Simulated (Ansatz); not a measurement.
# FeAl and the effect of the pressure

The cell as given:

The structure is cubic, space group Pm-3m (No. 221). Conventional cell: a = 2.910 Å, b = 2.910 Å, c = 2.910 Å, α = 90.00°, β = 90.00°, γ = 90.00°. Fe (site symmetry m-3m) is surrounded by 8 Al at 2.52 Å. Around Al (site symmetry m-3m) lie 8 Fe at 2.52 Å.

Kept alike: task relaxation of cell and atoms; functional PBEsol; k mesh 9 × 9 × 9; occupations fermi-dirac, width 0.05 eV; collinear spin, ferromagnetic start. Program: Ansatz, Ansatz PAW, cutoff 420 eV. The mesh is that of the run's cell of 2 atoms. No spin-orbit coupling.

```csv
"pressure, P (GPa)",volume (Å³/atom),largest site moment (μB)
0,11.507,0.63
2,11.386,0.62
5,11.221,0.60
10,10.968,0.57
20,10.531,0.49
```

The relaxations keep at least the cell's symmetry (Pm-3m). For a metal such a mesh leaves the last digits unconverged. Runs of this series that gave no sound value for these columns are left out. The runs follow the start's structure, whether or not it is the stable one at these pressures. P is the pressure aimed at, which the runs meet within some hundredths to tenths of a GPa. The runs hold the magnetic state that their start led to, which needn't be the lowest. Site moments count inside each atom's sphere or projector. All rows use potentials made for PBE.

The volume falls from 11.507 to 10.531 Å³/atom between 0 and 20 GPa. The volume falls ever more slowly, since the solid stiffens under load. At the pressures aimed at, which the runs meet within some tenths of a GPa, the step from 0 to 5 GPa gives a mean bulk modulus near 199 GPa, the last step 246 GPa. The largest site moment falls from 0.63 to 0.49 μB between 0 and 20 GPa.
